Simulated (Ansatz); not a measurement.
## SrO at 6 GPa: from Born charge to LO–TO splitting and polaron coupling

Method: DFT PBEsol, scalar-relativistic, plane waves, PAW (Ansatz). Plane waves to 420 eV; Γ-centred k mesh 8×8×8; fixed occupations. No spin polarisation. Phonons by linear response, acoustic sum rule imposed.

The cell, relaxed at 6 GPa:
```cif
data_structure
_symmetry_space_group_name_H-M 'Fm-3m'
_symmetry_Int_Tables_number 225
_cell_length_a 5.0272
_cell_length_b 5.0272
_cell_length_c 5.0272
_cell_angle_alpha 90.000
_cell_angle_beta 90.000
_cell_angle_gamma 90.000
_cell_volume 127.05
loop_
_atom_site_label
_atom_site_type_symbol
_atom_site_symmetry_multiplicity
_atom_site_Wyckoff_symbol
_atom_site_fract_x
_atom_site_fract_y
_atom_site_fract_z
_atom_site_occupancy
Sr1 Sr 4 a 0.00000 0.00000 0.00000 1
O1 O 4 b 0.50000 0.00000 0.00000 1
```

Linear response gives ν_TO = 236.0 cm⁻¹, Born charges ±2.493 e (positive on Sr) and ε∞ = 3.900. The primitive cell holds 31.763 Å³, and the masses are 87.620 and 15.999 amu.

Problem. Find ν_LO and the static dielectric constant.

Solution. The long-wave field adds a restoring force: ω_LO² − ω_TO² = Z*²e²/(ε_vac ε∞ μV). In these units ν_LO² − ν_TO² = 4.92064×10⁷ Z*²/(μ V ε∞) cm⁻², with μ = m₁m₂/(m₁ + m₂) = 13.529 amu: 182486 cm⁻². So ν_LO = √(236.0² + 182486) = 488.0 cm⁻¹, and the run gives 488.0. Lyddane–Sachs–Teller then gives ε0 = ε∞ (ν_LO/ν_TO)² = 16.68, against 16.68 in the run (it forms both from the same three quantities, so the match checks the arithmetic only). Between ν_TO and ν_LO the dielectric function is negative and an undamped crystal reflects fully: a reststrahlen band from 20.5 to 42.4 μm.

Problem. What do the Clausius–Mossotti polarisability and the Szigeti charge come to?

Solution. With the Lorentz local field, α = (3V/4π)(ε∞ − 1)/(ε∞ + 2) = 3.73 Å³ for the pair, and e_S = 3Z*/(ε∞ + 2) = 1.27 e. The Born charge includes the electrons' response to the dipole's own local field, and e_S takes that enhancement out. The Lorentz field assumes point-like polarisable ions, a fair picture at this small ε∞.

Problem. How strongly does a slow electron couple to the LO mode?

Solution. For one isotropic parabolic band, Fröhlich's constant is α_F = (1/ε∞ − 1/ε0) √(m* Ry/ħω_LO), with Ry = 13.606 eV, ħω_LO = 60.5 meV and m* in free-electron masses: α_F = 0.1964 × 15.00 × √m* = 2.95 √m*. The band mass isn't part of this run; for m* = 0.1, 0.3 and 1 it gives 0.93, 1.61, 2.95. In weak coupling the polaron lies α_F ħω_LO below the band edge (98 meV at m* = 0.3) with a mass m*(1 + α_F/6); past α_F of about 5 or 6 that expansion fails. A semilocal functional's ε∞ tends to be too large, which taken alone lowers α_F.

Cost: 1 run of about 0.7 core-minutes, on Arm Neoverse N1 (shared hosts).